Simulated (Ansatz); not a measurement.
CsH: the gap against volume

CsH, Fm-3m, a = 6.102 Å. Ansatz: LDA, PAW, 420 eV, Γ-centred 8×8×8 mesh on 2 atoms, Gaussian smearing 0.02 eV; no spin polarisation. Symmetry fixes shape and atoms, so the cell is only scaled; x = ln(V/V0) with V0 = 28.404 Å³/atom. The gap is read at the mesh points alone.

| x | gap y (eV) |
| --- | --- |
| -0.1278 | 1.507 |
| -0.0943 | ? |
| -0.0619 | 1.641 |
| -0.0305 | 1.700 |
| 0.0000 | 1.755 |
| 0.0296 | 1.805 |
| 0.0583 | 1.851 |
| 0.0953 | 1.905 |

**Question.** Fit a straight line to the other rows, give the volume deformation potential of the gap and its pressure coefficient, and predict the missing gap. B0 = 12.0 GPa.

**Answer.** Means x = -0.005286, y = 1.7377; Σ(Δx)² = 0.03426, ΣΔxΔy = 0.06116; the slope is their ratio. y = 1.7472 + 1.7854 x. The slope is the deformation potential a = dE_g/d ln V = 1.79 eV, and dE_g/dP = −a/B0 = -149 meV/GPa. At x = -0.0943 the fit asked for gives 1.579 eV. The run gave 1.576 eV, so the fit is 0.003 eV too high, within the rms miss on the fitted rows (0.008 eV).

Spin-orbit coupling is left out, which matters for the bands of heavy elements. Semilocal functionals give gaps under the measured ones; changes of the gap mostly carry over better.